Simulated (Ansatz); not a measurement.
RuO₂:
```xyz
6
Lattice="4.4794 0.0000 0.0000 0.0000 4.4794 0.0000 0.0000 0.0000 3.1074" Properties=species:S:1:pos:R:3 pbc="T T T"
Ru     2.2397     2.2397     1.5537
Ru     0.0000     0.0000     0.0000
O      3.6073     0.8720     1.5537
O      0.8720     3.6073     1.5537
O      1.3677     1.3677     0.0000
O      3.1117     3.1117     0.0000
```

Relaxed with r²SCAN. Special points in fractions of this cell's reciprocal vectors: Γ (0.000, 0.000, 0.000); X (0.000, 0.500, 0.000); M (0.500, 0.500, 0.000); Z (0.000, 0.000, 0.500); R (0.000, 0.500, 0.500); A (0.500, 0.500, 0.500).

Q: List the band energies nearest the Fermi level at these points for plane-wave PAW r²SCAN with spin–orbit coupling (Ansatz code).

A: In eV from the Fermi level; about four levels below and three above (degenerate sets whole), none deeper than 8.9 eV; points with the same levels are listed once.

| k | below | above |
|---|---|---|
| Γ | -1.29 -1.29 -0.88 -0.88 | 1.84 1.84 1.88 1.88 |
| X | -0.29 -0.29 -0.29 -0.29 | 0.46 0.46 0.46 0.46 |
| M | -1.26 -1.26 -1.26 -1.26 | 0.91 0.91 0.91 0.91 |
| Z | -0.76 -0.76 -0.76 -0.76 | 0.05 0.05 0.05 0.05 |
| R | -0.73 -0.73 -0.68 -0.68 | 1.15 1.15 1.26 1.26 |
| A | -0.43 -0.43 -0.43 -0.43 | 0.25 0.25 0.25 0.25 |

Space group P4_2/mnm (rutile). The cell was relaxed with r²SCAN under the symmetry of its start; of distortions, only those at the zone centre were tested. No spin polarisation was allowed.

Potentials: the later of the program's two PAW sets.
